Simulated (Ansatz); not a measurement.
The system is Yb.

```xyz
2
Lattice="3.8799 0.0000 0.0000 -1.9400 3.3601 0.0000 0.0000 0.0000 6.3859" Properties=species:S:1:pos:R:3 pbc="T T T"
Yb    1.9400    1.1200    4.7894
Yb    0.0000    2.2401    1.5965
```

This isn't the form of Yb at room conditions, which is fcc.

- Program: Ansatz 0.2.0
- Task: single point
- Functional: PBE
- Potentials or basis: Ansatz PAW
- Cutoff: 420 eV (not typed: the program's choice for these potentials)
- k mesh: 8 × 8 × 4
- Occupations: fermi-dirac, width 0.05 eV
- Spin: collinear spin, ferromagnetic start
- Starting moments: [1.0, 1.0] μB

On this cell: pressure -2.2 GPa; largest force under 0.003 eV/Å; net moment 0.00 μB per cell; band gap on the k mesh none (metal or under the smearing width).

The same run follows on a disturbed copy (atoms moved at random, drawn with an rms of 0.05 Å):

```
Yb
1.0
     3.87990    0.00000    0.00000
    -1.93995    3.36009    0.00000
     0.00000    0.00000    6.38590
Yb
2
Cartesian
  1.9646 1.1525 4.8022
  0.0182 2.2135 1.6263
```

**Question.** What does the disturbed cell give?

**Answer.** The energy (extrapolated to zero smearing) moves by +0.4 meV/atom; pressure -2.2 GPa; largest force 0.031 eV/Å; net moment 0.00 μB per cell; band gap on the k mesh none (metal or under the smearing width).

Forces on the atoms (eV/Å):
```
Yb  -0.003 -0.021  0.023
Yb   0.003  0.021 -0.023
```

Stress tensor (GPa, compression positive):
```
-2.08  0.01  0.00
 0.01 -2.29  0.00
 0.00  0.00 -2.10
```

Caveats: spin-orbit coupling is left out, which moves the levels of the heavy elements; the starting moments weren't kept.
